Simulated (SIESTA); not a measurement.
## MgS under changes of volume

One of the cells (22.740 Å³/atom); the others are scaled copies at fixed shape and fractional positions:

```
S Mg
1.0
     0.00000    2.83312    2.83312
     2.83312    0.00000    2.83312
     2.83312    2.83312    0.00000
S Mg
1 1
Direct
  0.25000 0.25000 0.25000
  0.00000 0.00000 0.00000
```

The cell comes from a database or a generator and needn't be the stable form of this composition.

- Program: SIESTA 5.4.2
- Functional: LDA
- Potentials or basis: PseudoDojo 0.4 standard (LDA files)
- Basis: DZP (energy shift 0.003 Ry; two zetas on semicore shells)
- Grid cutoff: 800 Ry
- Energy shift: 0.003 Ry
- k mesh: 8 × 8 × 8
- Occupations: fermi-dirac, width 0.05 eV
- Spin: no spin polarisation

```csv
volume (Å³/atom),energy over the lowest point (meV/atom),pressure (GPa),gap on the mesh (eV)
21.376,13.17,3.7,3.50
21.831,4.95,2.2,3.39
22.285,0.69,0.9,3.29
22.740,0.00,-0.3,3.19
23.195,?,?,?
23.650,8.08,-2.4,3.00
24.105,16.21,-3.3,2.91
```

What does the run at 23.195 Å³/atom give?

Energy over the lowest point 2.57 meV/atom; pressure -1.4 GPa; gap on the mesh 3.09 eV.

Worked out: A Birch-Murnaghan fit of order 3 (a polynomial in V^(-2/3)) to the other rows has its minimum at 22.60 Å³/atom with B0 = V·E''(V) = 58 GPa and B' = 4.0. It gives 2.57 meV/atom at 23.195 Å³/atom, against the run's 2.57, and -dE/dV = -1.4 GPa, against -1.4. A straight line through the other rows of the gap, of slope -4.9 eV per unit of ln V (its deformation potential), gives 3.10 eV, against the run's 3.09.

Energies are extrapolated to zero smearing.

Caveats: the basis of atomic orbitals isn't converged, which shifts pressures, moduli and gaps.

A mesh can miss the band edges.
